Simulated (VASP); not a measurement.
# Fe (Pm-3m) in VASP: notebook

Runs on Fe. Level: r2SCAN. Tasks: single point, relaxation of cell and atoms.

All numbers are computed with VASP 6.6.1; they aren't measurements. Logs are shortened: lines on timing, memory, paths and dates and some standing lists are left out, and cuts for length are marked.

**1. Starting point**

The structure is cubic, space group Pm-3m (No. 221). The conventional cell has a = 2.402 Å, b = 2.402 Å, c = 2.402 Å, α = 90.00°, β = 90.00°, γ = 90.00°. Around Fe (site symmetry m-3m) lie 6 Fe at 2.40 Å.

The cell was built by a generator and needn't be a form met in nature.

**2. Single point, r2SCAN, collinear spin, typed start**

Input file POSCAR:

```
Fe
1.0
    2.4015237292      0.0000000000      0.0000000000
    0.0000000000      2.4015237292      0.0000000000
    0.0000000000      0.0000000000      2.4015237292
Fe
1
Direct
    0.0000000000      0.0000000000      0.0000000000
```

Input file INCAR.step1:

```
SYSTEM = Fe
PREC = Accurate
ENCUT = 520
ISMEAR = 0
SIGMA = 0.1
LREAL = .False.
LASPH = .True.
NELM = 150
ISPIN = 2
MAGMOM = 2.69
LMAXMIX = 4
NBANDS = 14
GGA = PE
ALGO = Normal
EDIFF = 1E-4
LWAVE = .True.
LCHARG = .False.
```

Input file INCAR.step2:

```
SYSTEM = Fe
PREC = Accurate
ENCUT = 520
EDIFF = 1E-6
ISMEAR = 0
SIGMA = 0.1
LREAL = .False.
LASPH = .True.
NELM = 150
ALGO = Normal
ISIF = 2
LWAVE = .False.
LCHARG = .False.
ISPIN = 2
MAGMOM = 2.69
LORBIT = 11
LMAXMIX = 4
METAGGA = R2SCAN
LMIXTAU = .True.
NBANDS = 14
ISTART = 1
```

Input file KPOINTS:

```
Automatic mesh
0
Gamma
  8 8 8
  0 0 0
```

Potentials or basis: VASP PAW PBE potentials, release 64 (Fe).

Started as:

```bash
cat potpaw_PBE.64/Fe/POTCAR > POTCAR
cp INCAR.step1 INCAR
mpirun -np 1 vasp_std > vasp.out
cp INCAR.step2 INCAR
mpirun -np 1 vasp_std > vasp.out
```

OUTCAR:

```text
SYSTEM = Fe
   PREC = Accurate
   ENCUT = 520
   EDIFF = 1E-6
   ISMEAR = 0
   LREAL = .False.
   LASPH = .True.
   NELM = 150
   ISIF = 2
   ISPIN = 2
   LORBIT = 11
   METAGGA = R2SCAN
   ISTART = 1

 ion  position               nearest neighbor table
   1  0.000  0.000  0.000-

  LATTYP: Found a simple cubic cell.
 ALAT       =     2.4015237292

  Lattice vectors:

 A1 = (   2.4015237292,   0.0000000000,   0.0000000000)
 A2 = (   0.0000000000,   2.4015237292,   0.0000000000)
 A3 = (   0.0000000000,   0.0000000000,   2.4015237292)

Analysis of symmetry for initial positions (statically):
=====================================================================
 Subroutine PRICEL returns:
 Original cell was already a primitive cell.

 Routine SETGRP: Setting up the symmetry group for a
 simple cubic supercell.

 Subroutine GETGRP returns: Found 48 space group operations
 (whereof 48 operations were pure point group operations)
 out of a pool of 48 trial point group operations.

The static configuration has the point symmetry O_h .

Analysis of symmetry for dynamics (positions and initial velocities):
=====================================================================
 Subroutine PRICEL returns:
 Original cell was already a primitive cell.

 Routine SETGRP: Setting up the symmetry group for a
 simple cubic supercell.

 Subroutine GETGRP returns: Found 48 space group operations
 (whereof 48 operations were pure point group operations)
 out of a pool of 48 trial point group operations.

The dynamic configuration has the point symmetry O_h .

Analysis of structural, dynamic, and magnetic symmetry:
=====================================================================
 Subroutine PRICEL returns:
 Original cell was already a primitive cell.

 Routine SETGRP: Setting up the symmetry group for a
 simple cubic supercell.

 Subroutine GETGRP returns: Found 48 space group operations
 (whereof 48 operations were pure point group operations)
 out of a pool of 48 trial point group operations.

The overall configuration has the point symmetry O_h .

 Subroutine INISYM returns: Found 48 space group operations
 (whereof 48 operations are pure point group operations),
 and found     1 'primitive' translations

----------------------------------------------------------------------------------------

                                     Primitive cell

  volume of cell :      13.8503

  direct lattice vectors                    reciprocal lattice vectors
     2.401523729  0.000000000  0.000000000     0.416402298  0.000000000  0.000000000
     0.000000000  2.401523729  0.000000000     0.000000000  0.416402298  0.000000000
     0.000000000  0.000000000  2.401523729     0.000000000  0.000000000  0.416402298

  length of vectors
     2.401523729  2.401523729  2.401523729     0.416402298  0.416402298  0.416402298

  position of ions in fractional coordinates (direct lattice)
     0.000000000  0.000000000  0.000000000

  ion indices of the primitive-cell ions
   primitive index   ion index
                 1           1

----------------------------------------------------------------------------------------

 KPOINTS: Automatic mesh

Automatic generation of k-mesh.
 Grid dimensions read from file:
 generate k-points for:    8    8    8

 Generating k-lattice:

  Cartesian coordinates                     Fractional coordinates (reciprocal lattice)
     0.052050287  0.000000000  0.000000000     0.125000000  0.000000000  0.000000000
     0.000000000  0.052050287  0.000000000     0.000000000  0.125000000  0.000000000
     0.000000000  0.000000000  0.052050287     0.000000000  0.000000000  0.125000000

  Length of vectors
     0.052050287  0.052050287  0.052050287

  Shift w.r.t. Gamma in fractional coordinates (k-lattice)
     0.000000000  0.000000000  0.000000000

 Subroutine IBZKPT returns following result:
 ===========================================

 Found     35 irreducible k-points:

 Following reciprocal coordinates:
            Coordinates               Weight
[... 44 lines left out ...]
  ---------------------------------------------------
  ext. energy  EPLUGINS =         0.00000000
  ---------------------------------------------------
  free energy    TOTEN  =       -13.57644379 eV

  energy without entropy =      -13.57219288  energy(sigma->0) =      -13.57431833

 E-fermi :   4.3374     XC(G=0): -12.8954

 val. band max:        4.3075845448   @ k =   0.3750   0.2500   0.2500
 cond. band min:       4.4361110515   @ k =   0.5000   0.5000   0.0000
 fundamental gap:      0.1285265067
 Fermi energy:         4.3374050512

 spin component 1

 k-point     1 :       0.0000    0.0000    0.0000
  band No.  band energies     occupation
      1      -3.6227      1.00000
      2      -0.0320      1.00000
      3      -0.0319      1.00000
      4       2.8871      1.00000
      5       2.8871      1.00000
      6       2.8871      1.00000
      7      23.1408      0.00000
      8      23.1408      0.00000
      9      23.1408      0.00000
     10      26.7688      0.00000
     11      26.7689      0.00000
     12      31.7699      0.00000
     13      44.0856      0.00000
     14      44.0856      0.00000
[... 375 lines left out ...]
 k-point    24 :       0.5000    0.3750    0.1250
  band No.  band energies     occupation
      1      -0.6992      1.00000
      2       1.2103      1.00000
      3       1.5228      1.00000
      4       1.7517      1.00000
      5       3.7606      1.00000
      6       8.8385      0.00000
      7       9.3336      0.00000
      8      17.1576      0.00000
      9      17.8321      0.00000
     10      28.2635      0.00000
     11      30.0965      0.00000
     12      34.0079      0.00000
     13      38.8224      0.00000
     14      40.6853      0.00000

 [... further k-points ...]

 spin component 2

 k-point     1 :       0.0000    0.0000    0.0000
  band No.  band energies     occupation
      1      -3.8323      1.00000
      2       2.0349      1.00000
      3       2.0352      1.00000
      4       7.8281      0.00000
      5       7.8295      0.00000
      6       7.8295      0.00000
      7      24.6620      0.00000
      8      24.6634      0.00000
      9      24.6636      0.00000
     10      27.5635      0.00000
     11      27.5674      0.00000
     12      31.5475      0.00000
     13      45.6838      0.00000
     14      45.6838      0.00000
[... 375 lines left out ...]
 k-point    24 :       0.5000    0.3750    0.1250
  band No.  band energies     occupation
      1       2.0986      1.00000
      2       3.3907      1.00000
      3       5.6404      0.00000
      4       5.7627      0.00000
      5       6.7606      0.00000
      6       9.9926      0.00000
      7      10.6798      0.00000
      8      18.0190      0.00000
      9      19.6498      0.00000
     10      28.8645      0.00000
     11      31.2923      0.00000
     12      34.7297      0.00000
     13      41.2482      0.00000
     14      42.0641      0.00000

 [... further k-points ...]
[... 5 lines left out ...]
  --------------------------------------------------------------------------------------
  -------------------------------------------------------------------------------------
  Total       -0.0253514     -0.0253514     -0.0253514      0.0000000      0.0000000     -0.0000000
  in kB       -2.9325894     -2.9325894     -2.9325894      0.0000000      0.0000000     -0.0000000
  external PRESSURE =      -2.9325894 kB  Pullay stress =       0.0000000 kB

 VOLUME and BASIS-vectors are now :
 -----------------------------------------------------------------------------
  energy-cutoff  :      520.00
  volume of cell :       13.85
      direct lattice vectors                 reciprocal lattice vectors
     2.401523729  0.000000000  0.000000000     0.416402298  0.000000000  0.000000000
     0.000000000  2.401523729  0.000000000     0.000000000  0.416402298  0.000000000
     0.000000000  0.000000000  2.401523729     0.000000000  0.000000000  0.416402298

 POSITION                                       TOTAL-FORCE (eV/Angst)
 -----------------------------------------------------------------------------------
      0.00000      0.00000      0.00000         0.000000      0.000000      0.000000
 -----------------------------------------------------------------------------------
    total drift:                                0.000000      0.000000      0.000000

  FREE ENERGIE OF THE ION-ELECTRON SYSTEM (eV)
  ---------------------------------------------------
  free  energy   TOTEN  =       -13.5764437927 eV

  energy  without entropy=      -13.5721928764  energy(sigma->0) =      -13.57431833

 total charge

# of ion       s       p       d       tot
------------------------------------------
    1        0.489   0.421   6.209   7.119

 magnetization (x)

# of ion       s       p       d       tot
------------------------------------------
    1        0.004  -0.032   2.810   2.782
```

Run time: 24 s. Hardware: 1 thread of Intel Xeon 6975P-C (Granite Rapids), shared host; peak memory 0.13 GiB.

Results:

| Quantity | Value |
| --- | --- |
| Free energy | -13.5764 eV |
| Pressure | -0.3 GPa |
| Band gap on the k mesh | none (metal or under the smearing width) |
| Net moment | 2.75 μB per cell |
| Site moments | Fe +2.78 μB |
| Valence electrons inside the program's atomic spheres | Fe 7.12 |

Levels at points of the mesh, in eV from the Fermi level:
Spin up:
```csv
k point,band 1,band 2,band 3,band 4,band 5,band 6,band 7,band 8,band 9,band 10
"(0.00, 0.00, 0.00)",-7.96,-4.37,-4.37,-1.45,-1.45,-1.45,18.80,18.80,18.80,22.43
"(0.50, 0.00, 0.00)",-4.38,-3.91,-2.57,-2.57,-1.35,-1.15,3.67,23.22,26.08,26.14
"(0.50, 0.50, 0.00)",-5.39,-3.45,-2.35,-2.35,0.10,4.95,4.95,10.86,11.45,29.97
"(0.50, 0.50, 0.50)",-4.52,-4.52,-4.52,0.16,0.16,11.55,11.55,11.55,13.28,16.30
```
Spin down:
```
           k point  band 1  band 2  band 3  band 4  band 5  band 6
(0.00, 0.00, 0.00)   -8.17   -2.30   -2.30    3.49    3.49    3.49
(0.50, 0.00, 0.00)   -3.10   -1.68   -1.56    2.04    2.04    3.61
(0.50, 0.50, 0.00)   -2.58   -1.30    2.36    2.36    3.05    5.30
(0.50, 0.50, 0.50)   -0.89   -0.89   -0.89    3.12    3.12   12.34
```

Caveat: the PAW data sets were made with another functional, which shifts forces and pressure a little.

**3. Relaxation of cell and atoms, r2SCAN, collinear spin, typed start**

This run uses another cell than the first one, of 12.29 Å³/atom, 0.887 times its volume.

Input file POSCAR:

```
Fe
1.0
    2.3074933203      0.0000000000      0.0000000000
    0.0000000000      2.3074933203      0.0000000000
    0.0000000000      0.0000000000      2.3074933203
Fe
1
Direct
    0.0000000000      0.0000000000      0.0000000000
```

Input file INCAR.step1:

```
SYSTEM = Fe
  PREC = Accurate
  ENCUT = 600
  ISMEAR = 0
  SIGMA = 0.1
  LREAL = .FALSE.
  LASPH = .TRUE.
  NELM = 150
  ISPIN = 2
  MAGMOM = 2.69
  LMAXMIX = 4
  GGA = PE
  ALGO = Normal
  EDIFF = 1E-4
  LWAVE = .TRUE.
  LCHARG = .FALSE.
```

Input file INCAR.step2:

```
SYSTEM = Fe
  PREC = Accurate
  ENCUT = 600
  EDIFF = 1E-6
  ISMEAR = 0
  SIGMA = 0.1
  LREAL = .FALSE.
  LASPH = .TRUE.
  NELM = 150
  ALGO = Normal
  ISIF = 3
  LWAVE = .FALSE.
  LCHARG = .FALSE.
  ISPIN = 2
  MAGMOM = 2.69
  LORBIT = 11
  LMAXMIX = 4
  METAGGA = R2SCAN
  LMIXTAU = .TRUE.
  IBRION = 2
  NSW = 90
  EDIFFG = -0.04
  ISTART = 1
```

Input file KPOINTS:

```
Automatic mesh
0
G
  8 8 8
  0 0 0
```

Potentials or basis: VASP PAW PBE potentials, release 64 (Fe).

Started as:

```bash
cat potpaw_PBE.64/Fe/POTCAR > POTCAR
cp INCAR.step1 INCAR
mpirun -np 1 vasp_std > vasp.out
cp INCAR.step2 INCAR
mpirun -np 1 vasp_std > vasp.out
```

Run time: 48 s. Hardware: 1 thread of Intel Xeon 6975P-C (Granite Rapids), shared host; peak memory 0.13 GiB.

Results (log left out):

* Free energy: -13.5760 eV
* Relaxed volume: 13.78 Å³/atom
* Relaxed cell: a = 2.397 Å, b = 2.397 Å, c = 2.397 Å, α = 90.00°, β = 90.00°, γ = 90.00°
* Space group after relaxing (to 0.05 Å): Pm-3m (No. 221)
* Energy gained by relaxing: 70.2 meV/atom
* Ionic steps: 4
* Pressure after relaxing: 0.3 GPa
* Band gap on the k mesh: none (metal or under the smearing width)
* Net moment: 2.75 μB per cell
* Site moments: Fe +2.78 μB
* Valence electrons inside the program's atomic spheres: Fe 7.13

The path:
```
step  energy change (eV)  largest force (eV/Å)  pressure (GPa)  volume (Å³)
   1              0.0000                0.0000           12.67        12.29
   2             -0.0681                0.0000           -1.87        14.10
   3             -0.0700                0.0000           -0.88        13.90
   4             -0.0702                0.0000            0.33        13.78
```

Final structure:
```yaml
crystal:
  lattice:
    - [2.39733, 0.00000, 0.00000]
    - [0.00000, 2.39733, 0.00000]
    - [0.00000, 0.00000, 2.39733]
  atoms:
    - { symbol: Fe, position: [0.00000, 0.00000, 0.00000] }
```

Levels at points of the mesh, in eV from the Fermi level:
Spin up:
```
           k point  band 2  band 3  band 4  band 5  band 6  band 7  band 8  band 9
(0.00, 0.00, 0.00)   -4.38   -4.38   -1.43   -1.43   -1.43   18.87   18.87   18.87
(0.50, 0.00, 0.00)   -3.91   -2.56   -2.56   -1.33   -1.15    3.71   23.27   26.16
(0.50, 0.50, 0.00)   -3.45   -2.34   -2.34    0.12    4.98    4.98   10.90   11.53
(0.50, 0.50, 0.50)   -4.53   -4.53    0.19    0.19   11.61   11.61   11.61   13.30
```
Spin down:
| k point | band 1 | band 2 | band 3 | band 4 | band 5 | band 6 |
| --- | --- | --- | --- | --- | --- | --- |
| (0.00, 0.00, 0.00) | -8.19 | -2.32 | -2.32 | 3.50 | 3.50 | 3.50 |
| (0.50, 0.00, 0.00) | -3.11 | -1.69 | -1.56 | 2.04 | 2.04 | 3.63 |
| (0.50, 0.50, 0.00) | -2.60 | -1.30 | 2.37 | 2.37 | 3.07 | 5.33 |
| (0.50, 0.50, 0.50) | -0.91 | -0.91 | -0.91 | 3.14 | 3.14 | 12.36 |

Caveat: the PAW data sets were made with another functional, which shifts forces and pressure a little.

**4. Relaxation of cell and atoms, r2SCAN, collinear spin, typed start**

This run uses another cell than the first one, of 11.44 Å³/atom, 0.826 times its volume.

Input file POSCAR:

```
Fe
1.0
    0.0000000000      1.9417396906      1.9651051623
    1.4984397099      0.0000000000      1.9651051623
    1.4984397099      1.9417396906      0.0000000000
Fe
1
Direct
    0.0000000000      0.0000000000      0.0000000000
```

Input file INCAR.step1:

```
SYSTEM = Fe
PREC     = Accurate       ! precision mode
ENCUT    = 600            ! plane-wave cutoff, eV
ISMEAR   = 0              ! smearing method
SIGMA    = 0.1            ! smearing width, eV
LREAL    = .False.        ! projectors in reciprocal space
LASPH    = .True.         ! aspherical terms in the spheres
NELM     = 150            ! most SCF steps
ISPIN    = 2              ! spin polarisation
MAGMOM   = 3.07           ! initial moments
LMAXMIX  = 4              ! l up to which the mixer works
GGA      = PE             ! functional
ALGO     = Normal         ! electronic algorithm
EDIFF    = 1E-4           ! SCF threshold, eV
LWAVE    = .True.         ! write WAVECAR
LCHARG   = .False.        ! write CHGCAR
```

Input file INCAR.step2:

```
SYSTEM = Fe
PREC     = Accurate       ! precision mode
ENCUT    = 600            ! plane-wave cutoff, eV
EDIFF    = 1E-7           ! SCF threshold, eV
ISMEAR   = 0              ! smearing method
SIGMA    = 0.1            ! smearing width, eV
LREAL    = .False.        ! projectors in reciprocal space
LASPH    = .True.         ! aspherical terms in the spheres
NELM     = 150            ! most SCF steps
ALGO     = Normal         ! electronic algorithm
ISIF     = 3              ! what is computed and relaxed
LWAVE    = .False.        ! write WAVECAR
LCHARG   = .False.        ! write CHGCAR
ISPIN    = 2              ! spin polarisation
MAGMOM   = 3.07           ! initial moments
LORBIT   = 11             ! projections on sites
LMAXMIX  = 4              ! l up to which the mixer works
METAGGA  = R2SCAN         ! meta-GGA
LMIXTAU  = .True.       
IBRION   = 2              ! ionic algorithm
NSW      = 90             ! ionic steps
EDIFFG   = -0.04          ! ionic threshold
ISTART   = 1
```

Input file KPOINTS:

```
Automatic mesh
0
Gamma
  8 8 8
  0 0 0
```

Started as:

```bash
cat potpaw_PBE.64/Fe/POTCAR > POTCAR
cp INCAR.step1 INCAR
mpirun -np 1 vasp_std > vasp.out
cp INCAR.step2 INCAR
mpirun -np 1 vasp_std > vasp.out
```

Run time: 4.9 min. Hardware: 1 thread of Intel Xeon Platinum 8259CL at 2.50GHz (Skylake/Cascade Lake), shared host; peak memory 0.17 GiB.

The run converged. Its results:

| Quantity | Value |
| --- | --- |
| Free energy | -14.3626 eV |
| Relaxed volume | 11.79 Å³/atom |
| Relaxed cell | a = 2.825 Å, b = 2.481 Å, c = 2.488 Å, α = 69.28°, β = 55.24°, γ = 55.48° |
| Space group after relaxing (to 0.05 Å) | I4/mmm (No. 139) |
| Energy gained by relaxing | 11.6 meV/atom |
| Ionic steps | 6 |
| Pressure after relaxing | -0.2 GPa |
| Band gap on the k mesh | none (metal or under the smearing width) |
| Net moment | 2.67 μB per cell |
| Site moments | Fe +2.74 μB |
| Valence electrons inside the program's atomic spheres | Fe 7.20 |

Stress tensor (GPa, compression positive):
```
-0.37  0.00  0.00
 0.00 -0.53  0.00
 0.00  0.00  0.38
```

Step by step:
```csv
step,energy change (eV),largest force (eV/Å),pressure (GPa),volume (Å³)
1,0.0000,0.0000,6.35,11.44
2,-0.0027,0.0000,-5.13,12.20
3,-0.0086,0.0000,-0.76,11.83
4,-0.0108,0.0000,-0.49,11.81
5,-0.0116,0.0000,-0.22,11.79
6,-0.0116,0.0000,-0.17,11.79
```

Final structure:
```xyz
1
Lattice="0.0000 2.0019 1.9928 1.4779 0.0000 1.9928 1.4779 2.0019 0.0000" Properties=species:S:1:pos:R:3 pbc="T T T"
Fe    1.4779    0.0000    1.9928
```

Levels at points of the mesh, in eV from the Fermi level:
Spin up:
```tsv
k point	band 3	band 4	band 5	band 6	band 7	band 8
(0.00, 0.00, 0.00)	-3.13	-2.98	-1.99	-1.79	24.96	25.84
(0.50, 0.00, 0.00)	-2.01	-1.68	-0.61	0.42	6.69	19.11
(0.50, 0.50, 0.00)	-1.72	-1.63	-0.50	0.84	7.22	18.03
(0.50, 0.00, 0.50)	-1.70	-1.61	-0.54	0.75	7.12	18.12
(0.00, 0.50, 0.50)	-0.93	-0.80	-0.75	8.77	10.51	10.51
```
Spin down:
```tsv
k point	band 1	band 2	band 3	band 4	band 5	band 6	band 7	band 8
(0.00, 0.00, 0.00)	-9.12	0.21	0.27	0.65	2.29	2.77	24.50	25.56
(0.50, 0.00, 0.00)	-3.53	-0.88	-0.15	2.21	2.85	3.40	8.99	19.02
(0.50, 0.50, 0.00)	-3.43	-1.33	0.30	2.66	2.85	3.40	9.53	18.08
(0.50, 0.00, 0.50)	-3.45	-1.36	0.21	2.69	2.87	3.39	9.43	18.18
(0.00, 0.50, 0.50)	-2.70	-2.65	3.08	3.10	3.13	9.04	10.92	10.92
```

Caveat: the k mesh is coarse (spacing up to 0.39 Å⁻¹), so the values aren't converged; the PAW data sets were made with another functional, which shifts forces and pressure a little.

**5. Summary**

```csv
task,cell,cutoff (eV),mesh quality,gap on the mesh (eV),pressure (GPa),moment (μB),relaxed volume (Å³/atom)
single point,"Pm-3m, 13.85 Å³/atom",520,not flagged,none,-0.3,2.75,-
relaxation of cell and atoms,relaxed,600,not flagged,none,0.3,2.75,13.78
relaxation of cell and atoms,relaxed,600,coarse,none,-0.2,2.67,11.79
```

Alike in all rows: level r2SCAN; potentials or basis VASP PAW PBE potentials, release 64 (Fe); spin collinear, typed start; k mesh 8 × 8 × 8; smearing gaussian 0.1 eV.

Caveats: some runs use coarse meshes; the PAW data sets were made with another functional, which shifts forces and pressure a little.

Absolute energies hang on the potentials; compare differences alone.
